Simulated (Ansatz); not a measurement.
# HfN (Pm-3m) in Ansatz: a series of runs

One crystal, HfN, is run at these levels: B3LYP; tasks: single point, relaxation of cell and atoms.

All numbers are computed with Ansatz 0.2.0; they aren't measurements. Logs are shortened: lines on timing, memory, paths and dates and some standing lists are left out, and cuts for length are marked.

## 1. The structure

It takes space group Pm-3m (No. 221, cubic). The conventional cell has a = 2.825 Å, b = 2.825 Å, c = 2.825 Å, α = 90.00°, β = 90.00°, γ = 90.00°. Hf (site symmetry m-3m) is surrounded by 8 N at 2.45 Å. N (site symmetry m-3m) has 8 Hf at 2.45 Å as nearest neighbours.

The cell was built by a generator and needn't be a form met in nature.

## 2. Single point, B3LYP

File input:

```
crystal:
  lattice:
    - [2.82503, 0.0, 0.0]
    - [0.0, 2.82503, 0.0]
    - [0.0, 0.0, 2.82503]
  atoms:
    - { symbol: Hf, position: [0.5, 0.5, 0.5] }
    - { symbol: "N", position: [0.0, 0.0, 0.0] }
hamiltonian:
  xc: b3lyp
  pseudopotentials: { kind: paw }
kpoints:
  mp_grid: { grid: [5, 5, 5] }
scf:
  occupations: { method: fermi_dirac, width: 0.05 }
output:
  forces: true
  stress: true
  eigenvalues: true
```

Potentials or basis: Ansatz PAW.

Standard output:

```text
Warning: output.stress: scf.convergence.dr2_threshold = 1e-7 eV (the SCF's general default) is looser than the 2e-10 eV advised for a printed stress (1e-10 eV for each atom of the cell: 2). What an SCF threshold leaves in a stress goes as its square root, and in the free energy as the threshold itself, and one threshold admits the most on a small cell: of the crystals measured, under no hybrid functional and no lock of the moments, on runs that ended without the residual-converged pass, on stresses that held no estimate of that error, the worst erred by over 100 MPa in a component at 1e-7 eV an atom and by under 5 at 1e-10. Set scf.convergence.dr2_threshold to 2e-10 eV or tighter. The threshold is an SCF's pass mark: one that does not reach it within its budget of iterations ends unconverged, or closes short of it on a stop that the run arms, and scf.convergence.dr2_threshold's page says what that costs each kind of run
Warning: output.stress: scf.exx.energy_threshold = 1e-6 eV is looser than the 2e-8 eV advised for a stress under a hybrid functional (1e-8 eV for each atom of the cell: 2). Every SCF of the exchange loop can meet its threshold on dr2 while the loop round them stops early: no threshold on dr2 bounds what that leaves in the stress. Set scf.exx.energy_threshold to 2e-8 eV or tighter. The threshold is the loop's pass mark: a loop that does not reach it within its budget of cycles ends unconverged, and scf.exx.energy_threshold's page has the law
GPUs: using 1 of 1 available (devices: 1).
Engine: ansatz 0.2.0, x86_64-unknown-linux-gnu
Pseudopotentials: kind: paw
Pseudopotential: Hf, paw, valence charge 26, recommended cutoff 420 eV (normal), Hf.paw.azcp
Pseudopotential: N, paw, valence charge 5, recommended cutoff 420 eV (normal), N.paw.azcp
Functional definition: B3LYP
  parameter a0 = 0.2
  parameter ax = 0.72
  parameter ac = 0.81
  exchange = (1 - a0 - ax)*slater_x + ax*b88_x + a0*exact_x
  correlation = (1 - ac)*vwn_rpa_c + ac*lyp_c
device memory: the entry about to start is reckoned to put 0.4 GiB on a device that reports 48.4 GiB free (of which the cap on the GPU budget leaves the run 18.0 GiB)
GPU FFT provider: cuFFT
GPU libraries: cuBLAS 13.8.2, cuFFT 12.4.0, cuSOLVER 12.3.4
Crystal: 2 atoms, lattice volume = 22.546 Å³
Basis set: ecut = 420 eV, 461 PW (Γ), exchange–correlation on 40×40×40 points (8 copies of the dense FFT grid, shifted against one another)
Bands: 20, of which v1, the nominal top of the filled ones, is band 16 counted from 1 (15 counted from 0)
Symmetry: 48 space group operations
Space group: Pm-3m (ITA 221), of the structure as read, at distance tolerance 2.8e-5 Å
k-points: 10 of 125
Non-local potential: Hf, projectors of the file, l = 0: 3, l = 1: 2, l = 2: 2, l = 3: 3
Non-local potential: N, projectors of the file, l = 0: 2, l = 1: 2, l = 2: 1
PAW form: soft (Blöchl's): semilocal exchange-correlation on the pseudo side does not see the compensation charge
PAW frozen core: Hf, regenerated for the run's functional, and the local potential with it (the file was generated under x = pbe(κ = 0.804, μ = 0.2195149727645171), c = pbe(β = 0.06672455060314922))
PAW frozen core: N, regenerated for the run's functional, and the local potential with it (the file was generated under x = pbe(κ = 0.804, μ = 0.2195149727645171), c = pbe(β = 0.06672455060314922))
PAW one-centre angular grid: Hf, 590 points (default); XC on 64 Gauss nodes
PAW one-centre angular grid: N, 110 points (default); XC on 64 Gauss nodes
Initial density: superposition of atomic densities (neutral atoms: chi_scale 0, normalization atom), corrected by the library's trained network
Initial wavefunctions: pseudopotential atomic-orbital guess
GPU buffer pool allocated for 8000 grid points (all kernels)
GPU transforms: local potential and band sums: pruned to the plane-wave sphere, on 20×20×20
Functional: x = 0.1 slater + 0.9 b88, c = 0.19 vwn_rpa + 0.81 lyp, warm-up for x = 0.08 slater + 0.72 b88 + 0.2 exact, c = 0.19 vwn_rpa + 0.81 lyp
SCF iter   1: F=—  HF=-16121.946640 eV  |F-HF|=—  |Δ(HF+E_count)|=         —  Δρ=3.21e-2  dr2=2.54e-1  ethr=1.77e-3  ⟨swp⟩=5.2  Hψ=735  notcnv=0
preconditioner: auto → none  [insulator: Δε(μ)=0.924 eV  Ē_g=18.601 eV  σ=0.050 eV  W_gap=0.92  n_scr=6 (ndim 8)  ℏωp=42.1 eV  f_vac=0.000  D(μ)=0.15/eV (n_scr^D=0)]
SCF iter   2: F=—  HF=-16121.895700 eV  |F-HF|=—  |Δ(HF+E_count)|=   5.09e-2  Δρ=9.30e-3  dr2=2.62e-2  ethr=8.18e-4  ⟨swp⟩=3.1  Hψ=434  notcnv=0
iter 3 solved again at ethr=8.07e-7 eV; its pass at ethr=8.46e-5 eV (dr2=2.50e-4 eV) is discarded
SCF iter   3: F=—  HF=-16121.890593 eV  |F-HF|=—  |Δ(HF+E_count)|=   5.11e-3  Δρ=1.44e-3  dr2=2.52e-4  ethr=8.07e-7  ⟨swp⟩=3.3  Hψ=888  notcnv=0
SCF iter   4: F=—  HF=-16121.890584 eV  |F-HF|=—  |Δ(HF+E_count)|=   9.19e-6  Δρ=1.82e-4  dr2=6.83e-6  ethr=8.07e-7  ⟨swp⟩=3.0  Hψ=395  notcnv=0
SCF iter   5: F=—  HF=-16121.890586 eV  |F-HF|=—  |Δ(HF+E_count)|=   1.73e-6  Δρ=3.24e-5  dr2=1.78e-7  ethr=2.20e-8  ⟨swp⟩=3.9  Hψ=502  notcnv=0
SCF iter   6: F=—  HF=-16121.890586 eV  |F-HF|=—  |Δ(HF+E_count)|=   1.88e-7  Δρ=2.53e-5  dr2=1.07e-7  ethr=5.74e-10  ⟨swp⟩=4.1  Hψ=607  notcnv=0
SCF iter   7: F=—  HF=-16121.890586 eV  |F-HF|=—  |Δ(HF+E_count)|=   1.86e-7  Δρ=5.52e-6  dr2=5.98e-9  ethr=3.45e-10  ⟨swp⟩=4.0  Hψ=548  notcnv=0
SCF iter   8: F=-16121.890586 eV  HF=-16121.890586 eV  |F-HF|=1.82e-11  |Δ(HF+E_count)|=   5.84e-9  Δρ=1.81e-7  dr2=5.06e-12  ethr=1.93e-11  ⟨swp⟩=4.0  Hψ=557  notcnv=0
SCF 1 converged in 8 iterations: F = -16121.890586 eV  dr2 = 5.06e-12
[... 20 lines left out ...]
hybrid outer 1: dexx = +8.285e-3 eV, tail = 3.58e-4 eV
GPU FFT provider: cuFFT
GPU libraries: cuBLAS 13.8.2, cuFFT 12.4.0, cuSOLVER 12.3.4
GPU buffer pool allocated for 8000 grid points (all kernels)
GPU transforms: local potential and band sums: pruned to the plane-wave sphere, on 20×20×20
Exchange kernel: α = 0.2000, full range, Wigner–Seitz truncation, v(0) = 6837.9986 eV·Å³, q-mesh 5×5×5, nearest image of the exchange supercell L = 14.13 Å, pair-density grid 15×15×15, without the augmentation charges, whose exchange is taken in its separable form by FFT convolution over the k-point mesh (sized by the pseudopotential files, 20×20×20 at the most), smooth part of the exact exchange by density-matrix convolution in up to 1.08 GiB of GPU memory as planned if the GPU has room (build and FFT work areas not counted)
Frozen-core exchange: fock
SCF iter   1: F=—  HF=-16120.415797 eV  |F-HF|=—  |Δ(HF+E_count)|=         —  Δρ=1.77e-4  dr2=5.98e-6  ethr=5.77e-6  ⟨swp⟩=2.4  Hψ=405  notcnv=0
preconditioner: auto → none  [insulator: Δε(μ)=1.594 eV  Ē_g=21.861 eV  σ=0.050 eV  W_gap=0.92  n_scr=6 (ndim 8)  ℏωp=42.1 eV  f_vac=0.000  D(μ)=0.15/eV (n_scr^D=0)]
SCF iter   2: F=—  HF=-16120.415797 eV  |F-HF|=—  |Δ(HF+E_count)|=   4.52e-8  Δρ=9.03e-5  dr2=1.67e-6  ethr=1.91e-8  ⟨swp⟩=3.9  Hψ=511  notcnv=0
SCF iter   3: F=—  HF=-16120.415797 eV  |F-HF|=—  |Δ(HF+E_count)|=   2.61e-7  Δρ=3.55e-5  dr2=9.26e-8  ethr=5.01e-9  ⟨swp⟩=3.0  Hψ=398  notcnv=0
SCF iter   4: F=—  HF=-16120.415797 eV  |F-HF|=—  |Δ(HF+E_count)|=   9.77e-9  Δρ=1.06e-5  dr2=1.97e-8  ethr=2.90e-10  ⟨swp⟩=4.0  Hψ=651  notcnv=0
SCF iter   5: F=-16120.415797 eV  HF=-16120.415797 eV  |F-HF|=9.48e-9  |Δ(HF+E_count)|=   9.61e-9  Δρ=5.14e-6  dr2=5.99e-9  ethr=6.26e-11  ⟨swp⟩=3.7  Hψ=534  notcnv=0
SCF 3 converged in 5 iterations: F = -16120.415797 eV  dr2 = 5.99e-9
  Residual-converged pass: ⟨swp⟩=2.6  Hψ=360  notcnv=0  max |occ|·‖R‖ = 2.3e-6 eV (tolerance 2.4e-6 eV)  dr2=6.02e-9  dr2_onsite=4.25e-9  max |Δocc| = 7.4e-14
hybrid outer 2: dexx = +5.935e-7 eV, tail = 9.73e-8 eV, Δε = 5.63e-3 eV (about 3.29e-4 eV left of the loop's levels)
GPU FFT provider: cuFFT
GPU libraries: cuBLAS 13.8.2, cuFFT 12.4.0, cuSOLVER 12.3.4
GPU buffer pool allocated for 8000 grid points (all kernels)
GPU transforms: local potential and band sums: pruned to the plane-wave sphere, on 20×20×20
Exchange kernel: α = 0.2000, full range, Wigner–Seitz truncation, v(0) = 6837.9986 eV·Å³, q-mesh 5×5×5, nearest image of the exchange supercell L = 14.13 Å, pair-density grid 15×15×15, without the augmentation charges, whose exchange is taken in its separable form by FFT convolution over the k-point mesh (sized by the pseudopotential files, 20×20×20 at the most), smooth part of the exact exchange by density-matrix convolution in up to 1.08 GiB of GPU memory as planned if the GPU has room (build and FFT work areas not counted)
Frozen-core exchange: fock
SCF iter   1: F=—  HF=-16120.415797 eV  |F-HF|=—  |Δ(HF+E_count)|=         —  Δρ=7.11e-6  dr2=7.61e-9  ethr=1.57e-9  ⟨swp⟩=2.5  Hψ=405  notcnv=0
SCF iter   2: F=-16120.415797 eV  HF=-16120.415797 eV  |F-HF|=2.73e-9  |Δ(HF+E_count)|=   1.23e-9  Δρ=3.73e-6  dr2=2.54e-9  ethr=2.45e-11  ⟨swp⟩=3.4  Hψ=524  notcnv=0
SCF 4 converged in 2 iterations: F = -16120.415797 eV  dr2 = 2.54e-9
  Residual-converged pass: ⟨swp⟩=2.1  Hψ=352  notcnv=0  max |occ|·‖R‖ = 2.4e-6 eV (tolerance 2.4e-6 eV)  dr2=2.54e-9  dr2_onsite=9.10e-10  max |Δocc| = 2.1e-14
hybrid outer 3: dexx = +1.212e-9 eV, tail = 6.95e-9 eV, Δε = 3.23e-4 eV (about 1.82e-4 eV left of the loop's levels), ΔF = 1.24e-29 eV/Å (tail inf)
hybrid SCF converged: 3 outer / 13 inner (+8 warm-up), last move |dexx| = 1.21e-9 eV, tail = 6.95e-9 eV
Stability not checked: this state was not tested for a lower state beside it, because the functional holds exact exchange (a hybrid, or Hartree-Fock), whose exchange loop this test does not read (fock_operator; see scf.lower_state_search)
Free energy (F): -16120.415797 eV
Frozen-core exchange: fock
Harris-Foulkes:  -16120.415797 eV  (|F-HF|=2.73e-9)
Internal energy: -16120.414339 eV  (E = F + TS)
E sigma→0 (E₀):  -16120.415068 eV
Entropy (-TS):   -0.001458 eV (-0.729 meV/atom)
Fermi energy:    24.249716 eV
--- Per-component energies (eV) ---
  E_band       = 125.299728
  E_kinetic    = 554.917327
  E_local      = -4668.698455  (includes V_loc(G=0)·N_el)
  E_nonlocal   = -1210.055610
  E_hartree    = 2221.402262
  E_xc         = -293.909680
  E_vxc        = -277.997212  (∫ρ·V_xc dr)
  E_exx        = -113.141061  (= α·E_x^exact, valence–valence)
  E_paw        = -7011.677692  (= ΣΔE_a)
  E_vpaw       = 1510.612612  (= ΣTr[D̂ρ^β])
  E_aug_tail   = 0.000088  (compensation charges beyond the density's cutoff)
  E_ewald      = -5600.380333
  E_core_change = 1.128815  (= ΣΔE_core)
  E_smearing   = -0.001458  (= −TS)
  E_closure    = 0.000000  (closes the sum)
  Σ components = -16120.415797   (vs F -16120.415797, Δ=-1.82e-12)
--- Forces (eV/Å), atoms counted from 1 ---
  atom   1  Hf    -0.00000000    -0.00000000    -0.00000000
  atom   2  N     -0.00000000     0.00000000    -0.00000000
  max |Σ_I F_I| component: 2.51e-29 eV/Å
--- Stress (GPa, compression-positive) ---
        1.457170       0.000000       0.000000
        0.000000       1.457170       0.000000
        0.000000       0.000000       1.457170
  P = ⅓ Tr σ = 1.4572 GPa (14.572 kbar)
--- Band table (eV; the first three rows and the last of 10) ---
  k-point 0: bands = ["-41.9201", "-8.9427", "-8.9427", "-8.9427", "5.4109", "8.3139", "8.3139", "8.3139", "8.3579", "8.3600", "8.3600", "8.3600", "20.6171", "20.6171", "21.6873", "21.6873", "21.6873", "27.8392", "30.6875", "30.6875"]
  k-point 1: bands = ["-41.8860", "-9.4797", "-8.8940", "-8.8940", "6.1491", "8.3017", "8.3251", "8.3251", "8.3286", "8.3518", "8.3760", "8.3760", "18.1538", "20.9576", "21.0594", "21.0594", "24.3715", "29.8752", "30.9115", "30.9296"]
  k-point 2: bands = ["-41.8308", "-10.2588", "-8.8136", "-8.8136", "7.4307", "8.2824", "8.3365", "8.3365", "8.3420", "8.4113", "8.4113", "8.4529", "15.1466", "20.1117", "20.1117", "21.6548", "29.0468", "31.2988", "31.5092", "31.5092"]
  k-point 9: bands = ["-41.6603", "-9.8404", "-9.8090", "-9.8090", "7.6968", "8.3208", "8.3235", "8.3235", "8.3697", "8.3697", "8.3768", "9.1134", "16.1302", "16.1302", "17.1924", "29.3692", "30.1289", "30.1289", "32.2639", "32.2639"]
```

Wall time 14 s (1 × NVIDIA H100 80GB HBM3 with 2 threads of AMD EPYC 7R13 (Zen 3), shared host); peak memory 1.6 GiB.

Results:

```
Free energy            : -16120.4158 eV
Pressure               : 1.5 GPa
Band gap on the k mesh : none (metal or under the smearing width)
```

Caveat: the k mesh is coarse (spacing up to 0.44 Å⁻¹), so the values aren't converged, least of all with exact exchange; the pressure holds a Pulay correction of +0.4 GPa for the finite cutoff; the PAW data sets come from PBE, with cores solved anew for the run's functional, which leaves a small shift of forces and pressure; the thresholds are loose for stress.

## 3. Relaxation of cell and atoms, B3LYP

input: that of step 2 with these lines changed.

```diff
@@ -19 +19,5 @@
   eigenvalues: true
+relax:
+  f_tol: 0.01
+  max_steps: 40
+  cell: { stress_tol: 0.05 }
```

Potentials or basis: Ansatz PAW.

It took 38 s on 1 × NVIDIA H100 80GB HBM3 with 2 threads of AMD EPYC 7R13 (Zen 3), shared host; peak memory 1.6 GiB.

It converged, with:

- Free energy: -16120.4164 eV
- Relaxed volume: 11.34 Å³/atom
- Relaxed cell: a = 2.831 Å, b = 2.831 Å, c = 2.831 Å, α = 90.00°, β = 90.00°, γ = 90.00°
- Space group after relaxing (to 0.05 Å): Pm-3m (No. 221)
- Energy gained by relaxing: 0.3 meV/atom
- Ionic steps: 4
- Pressure after relaxing: 0.0 GPa
- Band gap on the k mesh: none (metal or under the smearing width)

The path:
```tsv
step	energy change (eV)	largest force (eV/Å)	volume (Å³)
1	0.0000	0.0000	22.55
2	0.0002	0.0000	22.77
3	-0.0003	0.0000	22.68
4	-0.0006	0.0000	22.68
```

Final structure:
```
Hf N
1.0
     2.83054    0.00000    0.00000
     0.00000    2.83054    0.00000
     0.00000    0.00000    2.83054
Hf N
1 1
Cartesian
  1.4153 1.4153 1.4153
  0.0000 0.0000 0.0000
```

Levels at points of the mesh, in eV from the Fermi level:
```tsv
k point	band 13	band 14	band 15	band 16	band 17	band 18	band 19	band 20
(0.00, 0.00, 0.00)	-3.61	-3.61	-2.55	-2.55	-2.55	3.51	6.40	6.40
```

Caveat: the k mesh is coarse (spacing up to 0.44 Å⁻¹), so the values aren't converged, least of all with exact exchange; the plane-wave basis is chosen anew once the cell has moved, so the energies of steps on either side of that aren't comparable; the pressure holds a Pulay correction of +0.4 GPa for the finite cutoff; the PAW data sets come from PBE, with cores solved anew for the run's functional, which leaves a small shift of forces and pressure. The run has no spin-orbit coupling, so splittings on Hf are missing.
